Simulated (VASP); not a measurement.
# BaS: single point with r2SCAN

**Experimental background.**

A printed reference work, monograph, original work of 1988 reports, for a bulk crystal of BaS at 2 K: band gap 3.806 eV (indirect).

The system is BaS.

```
Ba S
1.0
     0.00000    3.16942    3.16942
     3.16942    0.00000    3.16942
     3.16942    3.16942    0.00000
Ba S
1 1
Direct
  0.00000 0.00000 0.00000
  0.50000 0.50000 0.50000
```

| Quantity | Value |
| --- | --- |
| Program | VASP 6.6.1 |
| Task | single point |
| Functional | r2SCAN |
| Potentials or basis | VASP PAW PBE potentials, release 64 (Ba_sv, S) |
| Cutoff | 520 eV |
| k mesh | 8 × 8 × 8 |
| Occupations | fermi-dirac, width 0.02 eV |
| Spin | no spin polarisation |

```
Pressure               : 2.6 GPa
Band gap on the k mesh : 2.42 eV, indirect (least direct gap 2.54 eV)
```

Levels at points of the mesh, in eV from the valence-band top:
```tsv
k point	band 6	band 7	band 8	band 9	band 10	band 11
(0.00, 0.00, 0.00)	0.00	0.00	0.00	4.31	4.31	4.31
(0.50, 0.00, 0.00)	-1.97	-1.13	-1.13	6.12	6.21	6.94
(0.50, 0.50, 0.00)	-0.49	-0.12	-0.12	2.42	6.58	6.87
```

Run time: 56 s on 1 thread of Intel(R) Xeon(R) 6975P-C (Granite Rapids), with other jobs on the host, peak memory 0.22 GiB.

Against the measured gap of BaS, 3.806 eV (indirect; 2 K; a printed reference work, monograph, original work of 1988), the calculated 2.42 eV is off by -1.38 eV. Spin-orbit coupling on Ba is left out. The value is that of r2SCAN on a finite k mesh, which can miss the band edges, without temperature or zero-point motion.

Caveat: the PAW data sets were made with another functional, which shifts forces and pressure a little; spin-orbit coupling is left out, which moves the levels of the heavy elements.
